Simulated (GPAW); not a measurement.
Crystal: HgSe.

```
Hg Se
1.0
     0.00000    3.03900    3.03900
     3.03900    0.00000    3.03900
     3.03900    3.03900    0.00000
Hg Se
1 1
Direct
  0.00000 0.00000 0.00000
  0.75000 0.75000 0.75000
```

| Item | Value |
| --- | --- |
| Program | GPAW 26.7.0 |
| Task | relaxation of cell and atoms |
| Functional | revPBE |
| Dispersion | D4 |
| Potentials or basis | the program's PAW data sets (release 1.2.1) made for this functional |
| Cutoff | 600 eV |
| Basis | pw |
| k mesh | 8 × 8 × 8 |
| Occupations | fermi-dirac, width 0.05 eV |
| Spin | no spin polarisation |

At the start: pressure 2.7 GPa; volume 28.07 Å³/atom.

**Question.** How do energy, volume and symmetry change on relaxing?

**Answer.** Over 4 steps the energy falls by 12.0 meV/atom and the volume is 29.52 Å³/atom (+5.2 %); space group F-43m (No. 216, to 0.05 Å).

The path:
```
step  energy change (eV)  largest force (eV/Å)  pressure (GPa)  volume (Å³)
   1              0.0000                0.0000            2.75        56.13
   2             -0.0089                0.0000            2.13        56.72
   3             -0.0239                0.0000            0.14        58.87
   4             -0.0240                0.0000            0.01        59.04
```

Final structure:
```yaml
crystal:
  lattice:
    - [0.00000, 3.09051, 3.09051]
    - [3.09051, 0.00000, 3.09051]
    - [3.09051, 3.09051, 0.00000]
  atoms:
    - { symbol: Hg, position: [0.00000, 0.00000, 0.00000] }
    - { symbol: Se, position: [0.75000, 0.75000, 0.75000] }
```

Caveat: later steps reuse the first step's grids; pairwise dispersion overbinds metals, which lowers pressure and volume.
